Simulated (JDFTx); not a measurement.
## KCl (Sylvite) under changes of volume

One of the cells (31.151 Å³/atom); the others are scaled copies at fixed shape and fractional positions:

```
K Cl
1.0
     0.00000    3.14647    3.14647
     3.14647    0.00000    3.14647
     3.14647    3.14647    0.00000
K Cl
1 1
Direct
  0.00000 0.00000 0.00000
  0.50000 0.50000 0.50000
```

* Program: JDFTx 1.7.0 (patched build)
* Functional: r2SCAN
* Potentials or basis: SG15-PBE-1.2 with smoothed tails
* Cutoff: 1088 eV
* Density cutoff: 8708 eV
* k mesh: 7 × 7 × 7
* Occupations: fermi-dirac, width 0.05 eV
* Spin: no spin polarisation

```tsv
volume (Å³/atom)	energy over the lowest point (meV/atom)	pressure (GPa)	gap on the mesh (eV)
29.282	?	?	?
29.905	2.79	0.8	5.89
30.528	0.56	0.3	5.81
31.151	0.00	-0.1	5.74
31.774	0.92	-0.4	5.67
32.397	3.14	-0.7	5.61
33.020	6.52	-1.0	5.55
```

What does the run at 29.282 Å³/atom give?

Energy over the lowest point 6.88 meV/atom; pressure 1.3 GPa; gap on the mesh 5.96 eV.

Worked out: A Birch-Murnaghan fit of order 3 (a polynomial in V^(-2/3)) to the other rows has its minimum at 31.06 Å³/atom with B0 = V·E''(V) = 19.2 GPa and B' = 5.1. It gives 6.91 meV/atom at 29.282 Å³/atom, against the run's 6.88, and -dE/dV = 1.3 GPa, against 1.3. A straight line through the other rows of the gap, of slope -3.42 eV per unit of ln V (its deformation potential), extrapolates to 5.96 eV, against the run's 5.96.

Caveats: the potentials were made for another functional, which shifts forces and pressure; an odd mesh through Γ misses points on the zone boundary, where band edges often lie (some runs).
